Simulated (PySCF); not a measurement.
## InP under changes of volume

One of the cells (25.167 Å³/atom); the others are scaled copies at fixed shape and fractional positions:

```
CELL_PARAMETERS angstrom
0.00000 2.93050 2.93050
2.93050 0.00000 2.93050
2.93050 2.93050 0.00000
ATOMIC_POSITIONS crystal
In 0.00000 0.00000 0.00000
P 0.25000 0.25000 0.25000
```

```yaml
Program: PySCF 2.14.0
Functional: LDA
Potentials_or_basis: DZVP-MOLOPT-SR/GTH-PBE (potentials made for PBE)
k_mesh: 3 × 3 × 3
Occupations: fermi-dirac, width 0.05 eV
Spin: no spin polarisation
```

```tsv
volume (Å³/atom)	energy over the lowest point (meV/atom)	gap on the mesh (eV)
23.657	39.01	0.78
24.160	21.01	0.66
24.663	8.89	0.55
25.167	?	?
25.670	0.00	0.33
26.173	2.14	0.23
26.677	7.67	0.13
```

Question: What does the run at 25.167 Å³/atom give?

Answer: Energy over the lowest point 2.08 meV/atom; gap on the mesh 0.44 eV.

Worked out: A Birch-Murnaghan fit of order 3 (a polynomial in V^(-2/3)) to the other rows has its minimum at 25.66 Å³/atom with B0 = V·E''(V) = 67 GPa and B' = 5.5. It gives 2.14 meV/atom at 25.167 Å³/atom, against the run's 2.08. A straight line through the other rows of the gap, of slope -5.41 eV per unit of ln V (its deformation potential), gives 0.44 eV, against the run's 0.44.

Energies are extrapolated to zero smearing.

Caveats: all runs use coarse meshes; the potentials were made for another functional, which shifts forces and pressure; spin-orbit coupling is left out, which moves the levels of the heavy elements; the basis of atomic orbitals isn't converged, which shifts pressures, moduli and gaps.
